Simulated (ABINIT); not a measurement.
# PbSe (Clausthalite) (Fm-3m) in ABINIT: further runs, part 2 of 3

ABINIT 10.8.3 (patched build). The steps go on from the part before.

### Step 3. Single point, PBEsol (cell relaxed)

run.abi reads:

```
# Pseudopotentials
pp_dirpath "./"
pseudos "Pb.upf, Se.upf"

# Structure
acell 3*1.0 Angstrom
rprim
     0.0000000000     3.0496024600     3.0496024600
     3.0496024600     0.0000000000     3.0496024600
     3.0496024600     3.0496024600     0.0000000000
ntypat 2
znucl 82 34
natom 2
typat 1 2
xcart
     0.0000000000     0.0000000000     0.0000000000
     5.7629134384     5.7629134384     5.7629134384
chkprim 0
chksymtnons 0
tolsym 1.0e-6

# Plane-wave basis
ecut 43.0

# k points
kptopt 1
ngkpt 6 6 6
nshiftk 1
shiftk 0.0 0.0 0.0

# Exchange and correlation
ixc -116133

# Bands and occupations
nband 19
occopt 3
tsmear 0.05 eV

# SCF cycle
nstep 100
tolvrs 1.0e-10

# Output
iomode 3
prtwf 0
prtden 0
prteig 0
prtebands 0
enunit 1
prtvol 2
```

Potentials or basis: PseudoDojo NC SR PBEsol v0.4.1 standard.

Started as:

```sh
$ mpirun --bind-to none -np 4 abinit run.abi > log 2>&1
```

run.abo:

```text
.Version 10.8.3 of ABINIT
 Symmetries : space group Fm -3 m (#225); Bravais cF (face-center cubic)
================================================================================
 Values of the parameters that define the memory need of the present run
     intxc =       0    ionmov =       0      iscf =       7    lmnmax =       6
     lnmax =       6     mgfft =      50  mpssoang =       3    mqgrid =    3001
     natom =       2  nloc_mem =       1    nspden =       1   nspinor =       1
    nsppol =       1      nsym =      48    n1xccc =    2501    ntypat =       2
    occopt =       3   xclevel =       2
       mpw =        5188          nfft =      125000          nkpt =          16
================================================================================
================================================================================

--------------------------------------------------------------------------------
------------- Echo of variables that govern the present computation ------------
--------------------------------------------------------------------------------
 -outvars: echo values of preprocessed input variables --------
            acell      1.8897261259E+00  1.8897261259E+00  1.8897261259E+00 Bohr
              amu      2.07200000E+02  7.89600000E+01
          chkprim           0
      chksymtnons           0
             ecut      4.30000000E+01 Hartree
           enunit           1
              ixc     -116133
         kptrlatt        6    0    0      0    6    0      0    0    6
          kptrlen      4.88999421E+01
            natom           2
            nband          19
            ngfft          50      50      50
             nkpt          16
            nstep         100
             nsym          48
           ntypat           2
           occopt           3
           prtden           0
        prtebands           0
           prteig           0
           prtvol           2
            prtwf           0
            rprim      0.0000000000E+00  3.0496024600E+00  3.0496024600E+00
                       3.0496024600E+00  0.0000000000E+00  3.0496024600E+00
                       3.0496024600E+00  3.0496024600E+00  0.0000000000E+00
          spgroup         225
[... 217 lines left out ...]
   5.92216    5.92216   12.71694
 kpt#   5, nband= 19, wtk=  0.02778, kpt=  0.1667  0.1667  0.0000 (reduced coord)
[... 32 lines left out ...]
 -43.07485  -43.07476  -43.07230  -43.07215  -43.07215  -12.61158  -12.49254  -12.45086
 -12.42514  -12.42514   -7.92509   -3.13757   -0.82239    0.97852    0.97852    7.83562
   9.91350    9.91350   10.33978
 kpt#  14, nband= 19, wtk=  0.11111, kpt=  0.5000  0.3333  0.1667 (reduced coord)
 -43.07482  -43.07478  -43.07226  -43.07220  -43.07218  -12.54279  -12.47456  -12.47349
 -12.44333  -12.43816   -8.26215   -3.85500    0.75249    1.24990    2.93264    6.46279
   7.99876    8.58012   10.66623
 kpt#  15, nband= 19, wtk=  0.11111, kpt= -0.3333  0.3333  0.1667 (reduced coord)
 -43.07482  -43.07478  -43.07223  -43.07222  -43.07217  -12.55277  -12.47844  -12.45950
 -12.45582  -12.43114   -8.00772   -4.05500    0.41256    0.63489    3.45471    5.85534
   8.55505    8.94383   11.79754
 kpt#  16, nband= 19, wtk=  0.05556, kpt= -0.3333  0.5000  0.1667 (reduced coord)
 -43.07483  -43.07477  -43.07226  -43.07219  -43.07215  -12.58336  -12.47648  -12.46526
 -12.44280  -12.42514   -7.90398   -3.65328   -0.45763    0.41773    2.61755    7.21073
   8.58446    9.76708   10.82630
 Total charge density [el/Bohr^3]
)     Maximum=    2.4378E+00  at reduced coord.    0.4800    0.5200    0.5800
)Next maximum=    2.4378E+00  at reduced coord.    0.4200    0.5200    0.5800
)     Minimum=    4.3737E-04  at reduced coord.    0.5000    0.5000    0.5000
)Next minimum=    1.6578E-03  at reduced coord.    0.0000    0.0000    0.0000
   Integrated=    3.0000E+01

--- !EnergyTerms
iteration_state     : {dtset: 1, }
comment             : Components of total free energy in Hartree
kinetic             :  1.12873193397446E+02
hartree             :  4.96867695059407E+01
xc                  : -4.37856526743409E+01
Ewald energy        : -1.11079144930361E+02
psp_core            :  5.76081615756762E+00
local_psp           : -1.37995861300640E+02
non_local_psp       : -6.68780848386838E+01
internal            : -1.91417964683071E+02
'-kT*entropy'       : -5.68849389908589E-05
total_energy        : -1.91418021568010E+02
total_energy_eV     : -5.20874971932866E+03
band_energy         : -2.08941321591600E+01
...

 Cartesian components of stress tensor (hartree/bohr^3)
  sigma(1 1)=  6.75239335E-08  sigma(3 2)=  0.00000000E+00
  sigma(2 2)=  6.75239335E-08  sigma(3 1)=  0.00000000E+00
  sigma(3 3)=  6.75239335E-08  sigma(2 1)=  0.00000000E+00

-Cartesian components of stress tensor (GPa)         [Pressure= -1.9866E-03 GPa]
- sigma(1 1)=  1.98662271E-03  sigma(3 2)=  0.00000000E+00
- sigma(2 2)=  1.98662271E-03  sigma(3 1)=  0.00000000E+00
- sigma(3 3)=  1.98662271E-03  sigma(2 1)=  0.00000000E+00

== END DATASET(S) ==============================================================
================================================================================

 -outvars: echo values of variables after computation  --------
            acell      1.8897261259E+00  1.8897261259E+00  1.8897261259E+00 Bohr
           etotal     -1.9141802157E+02
            fcart     -0.0000000000E+00 -0.0000000000E+00 -0.0000000000E+00
                      -0.0000000000E+00 -0.0000000000E+00 -0.0000000000E+00
            rprim      0.0000000000E+00  3.0496024600E+00  3.0496024600E+00
                       3.0496024600E+00  0.0000000000E+00  3.0496024600E+00
                       3.0496024600E+00  3.0496024600E+00  0.0000000000E+00
           strten      6.7523933453E-08  6.7523933460E-08  6.7523933469E-08
                       0.0000000000E+00  0.0000000000E+00  0.0000000000E+00
           xangst      0.0000000000E+00  0.0000000000E+00  0.0000000000E+00
                       3.0496024600E+00  3.0496024600E+00  3.0496024600E+00
             xred      0.0000000000E+00  0.0000000000E+00  0.0000000000E+00
                       5.0000000000E-01  5.0000000000E-01  5.0000000000E-01
 Calculation completed.
```

Wall time 18 s (4 MPI ranks of Arm Neoverse V1, shared host); peak memory 0.36 GiB.

What came out:

```
Free energy                                           : -5208.7497 eV
Pressure                                              : 0.0 GPa
Band gap on the k mesh                                : 0.18 eV, direct
Valence electrons inside the program's atomic spheres : Pb 10.04; Se 13.20
```

Caveat: spin-orbit coupling is left out, which as a rule narrows the gap of such compounds by several tenths of an eV. A k mesh can miss the band edges.

### Step 4. Single point, PBE

run.abi reads:

```
# Pseudopotentials
pp_dirpath "./"
pseudos "Pb.upf, Se.upf"

# Structure
acell 3*1.0
rprim
     0.0000000000     5.7837902633     5.7837902633
     5.7837902633     0.0000000000     5.7837902633
     5.7837902633     5.7837902633     0.0000000000
ntypat 2
znucl 82 34
natom 2
typat 1 2
xcart
     0.0000000000     0.0000000000     0.0000000000
     5.7837902633     5.7837902633     5.7837902633

# Plane-wave basis
ecut 39.0

# k points
kptopt 1
ngkpt 6 6 6
nshiftk 1
shiftk 0.0 0.0 0.0

# Exchange and correlation
ixc 11

# Bands and occupations
nband 19
occopt 3
tsmear 0.00183747

# SCF cycle
nstep 100
tolvrs 1.0e-10

# Output
iomode 3
prtwf 0
prtden 0
prteig 0
prtebands 0
enunit 2
prtvol 2
```

Potentials or basis: PseudoDojo NC SR PBE v0.4.1 standard.

Started as:

```sh
$ mpirun --bind-to none -np 4 abinit run.abi > log 2>&1
```

run.abo:

```text
.Version 10.8.3 of ABINIT
 Symmetries : space group Fm -3 m (#225); Bravais cF (face-center cubic)
================================================================================
 Values of the parameters that define the memory need of the present run
     intxc =       0    ionmov =       0      iscf =       7    lmnmax =       6
     lnmax =       6     mgfft =      48  mpssoang =       3    mqgrid =    3001
     natom =       2  nloc_mem =       1    nspden =       1   nspinor =       1
    nsppol =       1      nsym =      48    n1xccc =    2501    ntypat =       2
    occopt =       3   xclevel =       2
       mpw =        4546          nfft =      110592          nkpt =          16
================================================================================
================================================================================

--------------------------------------------------------------------------------
------------- Echo of variables that govern the present computation ------------
--------------------------------------------------------------------------------
 -outvars: echo values of preprocessed input variables --------
            acell      1.0000000000E+00  1.0000000000E+00  1.0000000000E+00 Bohr
              amu      2.07200000E+02  7.89600000E+01
             ecut      3.90000000E+01 Hartree
           enunit           2
              ixc          11
         kptrlatt        6    0    0      0    6    0      0    0    6
          kptrlen      4.90770878E+01
            natom           2
            nband          19
            ngfft          48      48      48
             nkpt          16
            nstep         100
             nsym          48
           ntypat           2
           occopt           3
           prtden           0
        prtebands           0
           prteig           0
           prtvol           2
            prtwf           0
            rprim      0.0000000000E+00  5.7837902633E+00  5.7837902633E+00
                       5.7837902633E+00  0.0000000000E+00  5.7837902633E+00
                       5.7837902633E+00  5.7837902633E+00  0.0000000000E+00
          spgroup         225
           tolvrs      1.00000000E-10
           tsmear      1.83747000E-03 Hartree
            typat      1  2
           xangst      0.0000000000E+00  0.0000000000E+00  0.0000000000E+00
                       3.0606499979E+00  3.0606499979E+00  3.0606499979E+00
            xcart      0.0000000000E+00  0.0000000000E+00  0.0000000000E+00
                       5.7837902633E+00  5.7837902633E+00  5.7837902633E+00
             xred      0.0000000000E+00  0.0000000000E+00  0.0000000000E+00
                       5.0000000000E-01  5.0000000000E-01  5.0000000000E-01
            znucl       82.00000   34.00000

================================================================================

 chkinp: Checking input parameters for consistency.

================================================================================
== DATASET  1 ==================================================================

--- !DatasetInfo
[... 195 lines left out ...]
  -1.58016   -1.58016   -1.58007   -1.58007   -1.58007   -0.46081   -0.46081   -0.46070
  -0.46038   -0.46038   -0.33464   -0.09852    0.09131    0.09131    0.10511    0.27275
   0.29201    0.29201    0.39082
      occupation numbers for kpt#   2
   2.00000    2.00000    2.00000    2.00000    2.00000    2.00000    2.00000    2.00000
   2.00000    2.00000    2.00000    2.00000    2.00000    2.00000    2.00000    0.00000
   0.00000    0.00000    0.00000
 kpt#   3, nband= 19, wtk=  0.03704, kpt=  0.3333  0.0000  0.0000 (reduced coord)
[... 96 lines left out ...]
  -1.58016   -1.58016   -1.58007   -1.58007   -1.58006   -0.46327   -0.46079   -0.46025
  -0.46014   -0.45929   -0.29235   -0.14643    0.01871    0.02659    0.12727    0.21763
   0.31528    0.32939    0.43606
      occupation numbers for kpt#  15
   2.00000    2.00000    2.00000    2.00000    2.00000    2.00000    2.00000    2.00000
   2.00000    2.00000    2.00000    2.00000    2.00000    2.00000    2.00000    0.00000
   0.00000    0.00000    0.00000
 kpt#  16, nband= 19, wtk=  0.05556, kpt= -0.3333  0.5000  0.1667 (reduced coord)
  -1.58016   -1.58016   -1.58007   -1.58007   -1.58006   -0.46430   -0.46085   -0.46032
  -0.45969   -0.45909   -0.28876   -0.13219   -0.01255    0.01879    0.09747    0.26597
   0.31895    0.35958    0.39837
      occupation numbers for kpt#  16
   2.00000    2.00000    2.00000    2.00000    2.00000    2.00000    2.00000    2.00000
   2.00000    2.00000    2.00000    2.00000    2.00000    2.00000    2.00000    0.00000
   0.00000    0.00000    0.00000
 Fermi (or HOMO) energy (eV) =   4.43115   Average Vxc (eV)= -10.00499
 Eigenvalues (   eV  ) for nkpt=  16  k points:
 kpt#   1, nband= 19, wtk=  0.00463, kpt=  0.0000  0.0000  0.0000 (reduced coord)
 -42.99840  -42.99840  -42.99595  -42.99595  -42.99595  -12.53721  -12.53721  -12.53721
 -12.53163  -12.53163   -9.31281   -2.02562    2.41362    2.41362    2.41362    8.99810
   8.99810    8.99810   10.81578
 kpt#   2, nband= 19, wtk=  0.03704, kpt=  0.1667  0.0000  0.0000 (reduced coord)
 -42.99821  -42.99821  -42.99586  -42.99584  -42.99584  -12.53916  -12.53916  -12.53624
 -12.52763  -12.52763   -9.10604   -2.68082    2.48478    2.48478    2.86022    7.42197
   7.94597    7.94597   10.63472
 kpt#   3, nband= 19, wtk=  0.03704, kpt=  0.3333  0.0000  0.0000 (reduced coord)
 -42.99830  -42.99830  -42.99593  -42.99590  -42.99590  -12.55114  -12.55114  -12.53478
 -12.51148  -12.51148   -8.59327   -3.88614    2.67795    2.67795    3.61086    5.63268
   6.56626    6.56626   11.40410
 kpt#   4, nband= 19, wtk=  0.01852, kpt=  0.5000  0.0000  0.0000 (reduced coord)
 -42.99823  -42.99823  -42.99579  -42.99575  -42.99575  -12.55723  -12.55723  -12.53426
 -12.50326  -12.50326   -8.24913   -4.51841    2.81480    2.81480    4.28231    4.57999
   5.98423    5.98423   12.83975
 kpt#   5, nband= 19, wtk=  0.02778, kpt=  0.1667  0.1667  0.0000 (reduced coord)
[... 32 lines left out ...]
 -42.99817  -42.99816  -42.99587  -42.99564  -42.99564  -12.66019  -12.55527  -12.51257
 -12.49247  -12.49247   -7.87907   -3.10005   -0.69790    1.05393    1.05393    7.98889
   9.89557    9.89557   10.33376
 kpt#  14, nband= 19, wtk=  0.11111, kpt=  0.5000  0.3333  0.1667 (reduced coord)
 -42.99829  -42.99825  -42.99589  -42.99580  -42.99579  -12.59721  -12.53752  -12.53524
 -12.50877  -12.50464   -8.19790   -3.79264    0.83810    1.32784    2.95831    6.51739
   8.00123    8.65260   10.71637
 kpt#  15, nband= 19, wtk=  0.11111, kpt= -0.3333  0.3333  0.1667 (reduced coord)
 -42.99827  -42.99822  -42.99583  -42.99581  -42.99574  -12.60630  -12.53886  -12.52391
 -12.52095  -12.49800   -7.95512   -3.98444    0.50904    0.72347    3.46329    5.92207
   8.57909    8.96319   11.86577
 kpt#  16, nband= 19, wtk=  0.05556, kpt= -0.3333  0.5000  0.1667 (reduced coord)
 -42.99828  -42.99823  -42.99592  -42.99577  -42.99566  -12.63423  -12.54028  -12.52598
 -12.50889  -12.49247   -7.85753   -3.59705   -0.34142    0.51131    2.65225    7.23743
   8.67904    9.78455   10.84015
 Total charge density [el/Bohr^3]
)     Maximum=    2.4396E+00  at reduced coord.    0.5000    0.5000    0.5833
)Next maximum=    2.4396E+00  at reduced coord.    0.4167    0.5000    0.5833
)     Minimum=    4.6397E-04  at reduced coord.    0.5000    0.5000    0.5000
)Next minimum=    1.6737E-03  at reduced coord.    0.0000    0.0000    0.0000
   Integrated=    3.0000E+01

--- !EnergyTerms
iteration_state     : {dtset: 1, }
comment             : Components of total free energy in Hartree
kinetic             :  1.12956523271845E+02
hartree             :  5.00131243867394E+01
xc                  : -4.42127412062194E+01
Ewald energy        : -1.10678200338567E+02
psp_core            :  5.74090780925570E+00
local_psp           : -1.37963077925161E+02
non_local_psp       : -6.75160149902112E+01
internal            : -1.91659478992318E+02
'-kT*entropy'       : -2.64121196879576E-05
total_energy        : -1.91659505404437E+02
total_energy_eV     : -5.21532082927383E+03
band_energy         : -2.08670016163556E+01
...

 Cartesian components of stress tensor (hartree/bohr^3)
  sigma(1 1)= -7.21208158E-05  sigma(3 2)=  0.00000000E+00
  sigma(2 2)= -7.21208158E-05  sigma(3 1)=  0.00000000E+00
  sigma(3 3)= -7.21208158E-05  sigma(2 1)=  0.00000000E+00

-Cartesian components of stress tensor (GPa)         [Pressure=  2.1219E+00 GPa]
- sigma(1 1)= -2.12186766E+00  sigma(3 2)=  0.00000000E+00
- sigma(2 2)= -2.12186766E+00  sigma(3 1)=  0.00000000E+00
- sigma(3 3)= -2.12186766E+00  sigma(2 1)=  0.00000000E+00

== END DATASET(S) ==============================================================
================================================================================

 -outvars: echo values of variables after computation  --------
            acell      1.0000000000E+00  1.0000000000E+00  1.0000000000E+00 Bohr
           etotal     -1.9165950540E+02
            fcart     -0.0000000000E+00 -0.0000000000E+00 -0.0000000000E+00
                      -0.0000000000E+00 -0.0000000000E+00 -0.0000000000E+00
            rprim      0.0000000000E+00  5.7837902633E+00  5.7837902633E+00
                       5.7837902633E+00  0.0000000000E+00  5.7837902633E+00
                       5.7837902633E+00  5.7837902633E+00  0.0000000000E+00
           strten     -7.2120815764E-05 -7.2120815764E-05 -7.2120815764E-05
                       0.0000000000E+00  0.0000000000E+00  0.0000000000E+00
           xangst      0.0000000000E+00  0.0000000000E+00  0.0000000000E+00
                       3.0606499979E+00  3.0606499979E+00  3.0606499979E+00
             xred      0.0000000000E+00  0.0000000000E+00  0.0000000000E+00
                       5.0000000000E-01  5.0000000000E-01  5.0000000000E-01
 Calculation completed.
```

Run time: 12 s. Hardware: 4 MPI ranks of Intel Xeon Platinum 8375C at 2.90GHz (Ice Lake), shared host; peak memory 0.36 GiB.

What came out:

| Quantity | Value |
| --- | --- |
| Free energy | -5215.3208 eV |
| Pressure | 2.1 GPa |
| Band gap on the k mesh | 0.30 eV, direct |
| Valence electrons inside the program's atomic spheres | Pb 10.06; Se 13.22 |

Levels at points of the mesh, in eV from the valence-band top:
```tsv
k point	band 13	band 14	band 15	band 16	band 17	band 18
(0.00, 0.00, 0.00)	-1.87	-1.87	-1.87	4.72	4.72	4.72
(0.50, 0.00, 0.00)	-1.47	-1.47	0.00	0.30	1.70	1.70
(0.50, 0.50, 0.00)	-4.98	-3.23	-3.23	3.71	5.61	5.61
```

Caveat: spin-orbit coupling is left out, which as a rule narrows the gap of such compounds by several tenths of an eV.

### Step 5. Single point, PBE

run.abi reads:

```
# Pseudopotentials
pp_dirpath "./"
pseudos "82_Pb_14_3.0_3.1_pbe_n_v1.0.psp8, 34_Se_16_1.9_2.1_pbe_n_v1.0.psp8"

# Structure
acell 4.3284127397 4.3284127397 4.3284127397 Angstrom
rprim
     0.0000000000     0.7071067812     0.7071067812
     0.7071067812     0.0000000000     0.7071067812
     0.7071067812     0.7071067812     0.0000000000
ntypat 2
znucl 82 34
natom 2
typat 1 2
xred
     0.0000000000     0.0000000000     0.0000000000
     0.5000000000     0.5000000000     0.5000000000

# Plane-wave basis
ecut 31.0

# k points
kptopt 1
ngkpt 6 6 6
nshiftk 1
shiftk 0.0 0.0 0.0

# Exchange and correlation
ixc 11

# Bands and occupations
nband 19
occopt 3
tsmear 0.05 eV

# SCF cycle
nstep 100
tolvrs 1.0e-10

# Output
iomode 3
prtwf 0
prtden 0
prteig 0
prtebands 0
```

Potentials or basis: SPMS NC PBE v1.0.

Started as:

```sh
$ mpirun --bind-to none -np 4 abinit run.abi > log 2>&1
```

It took 8.2 s on 4 MPI ranks of Intel Xeon Platinum 8375C at 2.90GHz (Ice Lake), shared host; peak memory 0.32 GiB.

Results (log left out):

| Property | Result |
| --- | --- |
| Free energy | -4836.0746 eV |
| Pressure | 2.3 GPa |
| Band gap on the k mesh | 0.30 eV, direct |
| Valence electrons inside the program's atomic spheres | Pb 9.72; Se 13.21 |

Levels at points of the mesh, in eV from the valence-band top:
| k point | band 13 | band 14 | band 15 | band 16 | band 17 | band 18 |
| --- | --- | --- | --- | --- | --- | --- |
| (0.00, 0.00, 0.00) | -1.86 | -1.86 | -1.86 | 4.72 | 4.72 | 4.72 |
| (0.50, 0.00, 0.00) | -1.46 | -1.46 | 0.00 | 0.30 | 1.71 | 1.71 |
| (0.50, 0.50, 0.00) | -4.97 | -3.22 | -3.22 | 3.71 | 5.62 | 5.62 |

Caveat: spin-orbit coupling is left out, which as a rule narrows the gap of such compounds by several tenths of an eV.

[end of part 2 of 3]
